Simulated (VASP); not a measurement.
Set up this calculation in VASP 6.6.1, as the native input.

```
Task                   : single point
Functional             : optB86b-vdW
Potentials or basis    : VASP PAW PBE potentials, release 64 (Cu, H)
Cutoff                 : 400 eV
k mesh                 : 6 × 6 × 1
Occupations            : methfessel-paxton, width 0.1 eV
Spin                   : no spin polarisation
Further INCAR settings : LREAL = Auto; ALGO = Fast; EDIFF = 1e-06; ISYM = 0
```

The structure of Cu16H lies in POSCAR:

```
Cu16H
1.0
    5.1053109602      0.0000000000      0.0000000000
    0.0000000000      5.1053109602      0.0000000000
    0.0000000000      0.0000000000     21.9150000000
Cu H
16 1
Direct
    0.2500000000      0.2500000000      0.1141000000
    0.7500000000      0.2500000000      0.1141000000
    0.2500000000      0.7500000000      0.1141000000
    0.7500000000      0.7500000000      0.1141000000
    0.0000000000      0.0000000000      0.1964000000
    0.5000000000      0.0000000000      0.1964000000
    0.0000000000      0.5000000000      0.1964000000
    0.5000000000      0.5000000000      0.1964000000
    0.2500000000      0.2499000000      0.2757000000
    0.7498000000      0.2503000000      0.2770000000
    0.2497000000      0.7499000000      0.2770000000
    0.7495000000      0.7501000000      0.2801000000
    0.0016000000      0.0023000000      0.3582000000
    0.4980000000      0.0012000000      0.3582000000
    0.0011000000      0.4989000000      0.3582000000
    0.4976000000      0.4977000000      0.3582000000
    0.2479000000      0.2497000000      0.3834000000
```

The cell was built by a generator and needn't be a form met in nature.

The input as run:

INCAR

```
SYSTEM = Cu16H
AGGAC = 0.0
ALGO = Fast
EDIFF = 1E-6
ENCUT = 400
GGA = MK
ISIF = 2
ISMEAR = 1
ISYM = 0
KPAR = 4
LASPH = .TRUE.
LCHARG = .FALSE.
LREAL = Auto
LUSE_VDW = .TRUE.
LWAVE = .FALSE.
NELM = 60
PARAM1 = 0.1234
PARAM2 = 1.0
PREC = Accurate
SIGMA = 0.1
```

KPOINTS

```
k-points
0
G
  6 6 1
  0 0 0
```

Potentials or basis: VASP PAW PBE potentials, release 64 (Cu, H).

Command:

```bash
$ cat potpaw_PBE.64/Cu/POTCAR potpaw_PBE.64/H/POTCAR > POTCAR
$ mpirun -np 4 vasp_std > vasp.out
```

Results of the run:

* Largest force: 0.295 eV/Å
* Band gap on the k mesh: none (metal or under the smearing width)

Caveat: the PAW data sets were made with another functional, which shifts forces and pressure a little.

Run time: 11 min on 4 MPI ranks on Intel(R) Xeon(R) Platinum 8488C (Sapphire Rapids), with other jobs on the host, peak memory 1.6 GiB a rank.
